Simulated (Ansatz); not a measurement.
SiC (F-43m), one atom moved over a plane

Level of theory: DFT r2SCAN, scalar-relativistic, plane waves, PAW (Ansatz). Settings: plane waves to 500 eV, k-mesh 12×12×12 (Γ-centred), Gaussian smearing 0.05 eV. No spin polarisation. Energies are free energies at this smearing, counted from the undisturbed cell; pressure is positive in compression.

Zero of the scan (as given, not relaxed at this level; it stands at 1.3 GPa):

```yaml
crystal:
  lattice:
    - [0.00000, 2.17400, 2.17400]
    - [2.17400, 0.00000, 2.17400]
    - [2.17400, 2.17400, 0.00000]
  atoms:
    - { symbol: Si, position: [0.00000, 0.00000, 0.00000] }
    - { symbol: C, position: [0.75000, 0.75000, 0.75000] }
```

Atom 1 (Si) is moved by p along (0.707, 0.707, 0.000) and q along (0.000, 0.000, 1.000) (Å), all else fixed. Points are written (p, q).

Energy above the undisturbed cell in eV/cell (a dash: not computed):

```csv
p \ q,-0.450,-0.225,0.000,0.225,0.450
-0.450,9.68,4.93,2.17,1.25,1.62
-0.225,3.49,1.51,0.52,0.66,1.71
0.000,1.77,0.49,0.00,0.49,1.77
0.225,3.49,1.51,0.52,0.66,1.71
0.450,9.68,4.93,2.17,1.25,1.62
```

Pressure in GPa:

```csv
p \ q,-0.450,-0.225,0.000,0.225,0.450
-0.450,125.5,66.6,29.5,15.2,18.0
-0.225,47.6,21.1,7.8,9.1,22.3
0.000,24.1,7.4,1.3,7.4,24.1
0.225,47.6,21.1,7.8,9.1,22.3
0.450,125.5,66.6,29.5,15.2,18.0
```

Gap on the k-mesh in eV:

```csv
p \ q,-0.450,-0.225,0.000,0.225,0.450
-0.450,0.51,0.34,0.00,0.00,0.00
-0.225,0.00,0.64,0.62,0.11,0.00
0.000,0.00,0.66,1.71,0.66,0.00
0.225,0.00,0.64,0.62,0.11,0.00
0.450,0.51,0.34,0.00,0.00,0.00
```

Where the gap reads zero the k-mesh, chosen for the insulator, is on the coarse side.